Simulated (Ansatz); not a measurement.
An Ansatz input:

```yaml
crystal:
  lattice:
    - [0.0, 3.1670468414, 3.1670468414]
    - [3.1670468414, 0.0, 3.1670468414]
    - [3.1670468414, 3.1670468414, 0.0]
  atoms:
    - { symbol: Se, position: [0.125, 0.125, 0.125] }
    - { symbol: Se, position: [0.875, 0.875, 0.875] }
hamiltonian:
  xc: pbe
  pseudopotentials:
    kind: paw
    azcp:
      Se: "pseudopotentials/Se.paw.azcp"
basis:
  ecutwfc: 420
  fft_grid_basis: typed
kpoints:
  mp_grid: { grid: [10, 10, 10], shift: [0, 0, 0] }
magnetization:
  spin_polarized: false
scf:
  occupations: { method: fermi_dirac, width: 0.1 }
  lower_state_search: "off"
output:
  stress: true
  write_density: true
  write_potential: true
  elf: true
  volumetric_format: npy
```

Terminal output

```
Engine: ansatz 0.2.0, x86_64-unknown-linux-gnu
Pseudopotentials: kind: paw
Pseudopotential: Se, paw, valence charge 16, recommended cutoff 420 eV (normal) 
Functional definition: PBE
  parameter kappa = 0.804
  parameter beta = 0.06672455060314922
  exchange = pbe_x(kappa = kappa, mu = beta*pi^2/3)
  correlation = pbe_c(beta = beta)
Crystal: 2 atoms, lattice volume = 63.532 Å³
Basis set: ecut = 420 eV, 1243 PW (Γ)
Bands: 20, of which v1, the nominal top of the filled ones, is band 16 counted from 1 (15 counted from 0)
Symmetry: 48 space group operations
Space group: Fd-3m (ITA 227), of the structure as read, at distance tolerance 4.0e-5 Å
k-points: 47 of 1000
Non-local potential: Se, projectors of the file, l = 0: 2, l = 1: 2, l = 2: 3, l = 3: 1
PAW form: soft (Blöchl's): semilocal exchange-correlation on the pseudo side does not see the compensation charge
PAW one-centre angular grid: Se, 590 points (default); XC on 64 Gauss nodes
Initial density: superposition of atomic densities (neutral atoms: chi_scale 0, normalization atom), corrected by the library's trained network
Initial wavefunctions: pseudopotential atomic-orbital guess
Functional: x = pbe(κ = 0.804, μ = 0.2195149727645171), c = pbe(β = 0.06672455060314922)
SCF iter   1: F=—  HF=-10937.169634 eV  |F-HF|=—  |Δ(HF+E_count)|=         —  Δρ=1.17e-3  dr2=7.20e-4  ethr=1.77e-3  ⟨swp⟩=5.3  Hψ=4212  notcnv=0
SCF iter   2: F=—  HF=-10937.169701 eV  |F-HF|=—  |Δ(HF+E_count)|=   6.72e-5  Δρ=2.66e-4  dr2=3.03e-5  ethr=2.25e-6  ⟨swp⟩=2.2  Hψ=2048  notcnv=0
SCF iter   3: F=—  HF=-10937.169695 eV  |F-HF|=—  |Δ(HF+E_count)|=   5.96e-6  Δρ=7.54e-5  dr2=1.72e-6  ethr=9.48e-8  ⟨swp⟩=2.0  Hψ=1712  notcnv=0
SCF iter   4: F=—  HF=-10937.169689 eV  |F-HF|=—  |Δ(HF+E_count)|=   5.92e-6  Δρ=2.48e-5  dr2=2.81e-7  ethr=5.39e-9  ⟨swp⟩=2.0  Hψ=1732  notcnv=0
iter 5 did not close the SCF: its close was put off for the readings that it lacked (scf_convergence_deferred on its scf_iter line)
SCF iter   5: F=-10937.169690 eV  HF=-10937.169690 eV  |F-HF|=1.10e-8  |Δ(HF+E_count)|=   4.89e-7  Δρ=4.98e-6  dr2=1.59e-8  ethr=8.77e-10  ⟨swp⟩=2.0  Hψ=1252  notcnv=0
SCF iter   6: F=-10937.169690 eV  HF=-10937.169690 eV  |F-HF|=5.28e-11  |Δ(HF+E_count)|=   1.45e-8  Δρ=4.37e-7  dr2=1.25e-10  ethr=4.98e-11  ⟨swp⟩=4.6  Hψ=5209  notcnv=0
SCF 1 converged in 6 iterations: F = -10937.169690 eV  dr2 = 1.25e-10
SCF converged after 6 iterations
Free energy (F): -10937.169690 eV
Harris-Foulkes:  -10937.169690 eV  (|F-HF|=5.28e-11)
Internal energy: -10937.113626 eV  (E = F + TS)
E sigma→0 (E₀):  -10937.141658 eV
Entropy (-TS):   -0.056064 eV (-28.032 meV/atom)
Fermi energy:    5.615264 eV
--- Per-component energies (eV) ---
  E_band       = -867.536737
  E_kinetic    = 231.630644
  E_local      = -5478.309025  (includes V_loc(G=0)·N_el)
  E_nonlocal   = -1188.513847
  E_hartree    = 2662.794969
  E_xc         = -205.719584
  E_vxc        = -192.582845  (∫ρ·V_xc dr)
  E_paw        = -3823.992492  (= ΣΔE_a)
  E_vpaw       = 434.649225  (= ΣTr[D̂ρ^β])
  E_aug_tail   = -0.001177  (compensation charges beyond the density's cutoff)
  E_ewald      = -3135.003114
  E_smearing   = -0.056064  (= −TS)
  E_closure    = 0.000000  (closes the sum)
  Σ components = -10937.169690   (vs F -10937.169690, Δ=0.00e0)
--- Stress (GPa, compression-positive) ---
       -0.020454      -0.000000       0.000000
       -0.000000      -0.020454       0.000000
       -0.000000      -0.000000      -0.020454
  P = ⅓ Tr σ = -0.0205 GPa (-0.205 kbar)
--- Band table (eV; the first three rows and the last of 47) ---
  k-point 0: bands = ["-42.8999", "-42.8999", "-42.8999", "-42.8953", "-42.8953", "-42.8836", "-42.8836", "-42.8805", "-42.8805", "-42.8805", "-9.6096", "-4.6433", "2.2399", "2.2399", "2.2399", "4.8766", "4.8766", "4.8766", "10.0353", "13.3207"]
  k-point 1: bands = ["-42.9001", "-42.9001", "-42.8997", "-42.8950", "-42.8950", "-42.8839", "-42.8839", "-42.8807", "-42.8803", "-42.8803", "-9.5452", "-4.8010", "2.1505", "2.1505", "2.1951", "4.9996", "5.0097", "5.0097", "10.3556", "13.0423"]
  k-point 2: bands = ["-42.9006", "-42.9006", "-42.8992", "-42.8942", "-42.8942", "-42.8847", "-42.8847", "-42.8813", "-42.8797", "-42.8797", "-9.3597", "-5.2153", "1.9494", "1.9494", "2.0381", "5.3182", "5.3182", "5.4325", "11.0995", "12.7390"]
  k-point 46: bands = ["-42.9028", "-42.9028", "-42.8920", "-42.8920", "-42.8894", "-42.8894", "-42.8876", "-42.8876", "-42.8775", "-42.8775", "-7.6277", "-7.6277", "0.5945", "0.5945", "4.3729", "4.3729", "7.1554", "7.1554", "11.6328", "11.6328"]
```

Command:

```sh
ansatz run input.yaml --threads 1 --pin off --max-ram 3584MiB --backend cpu --events-out ev --progress --plain --runs-dir out
```

On 1 thread of Intel(R) Xeon(R) Platinum 8259CL CPU @ 2.50GHz (Skylake/Cascade Lake) (shared host) this took about 5.2 s of wall time and 4.9 s of CPU time.
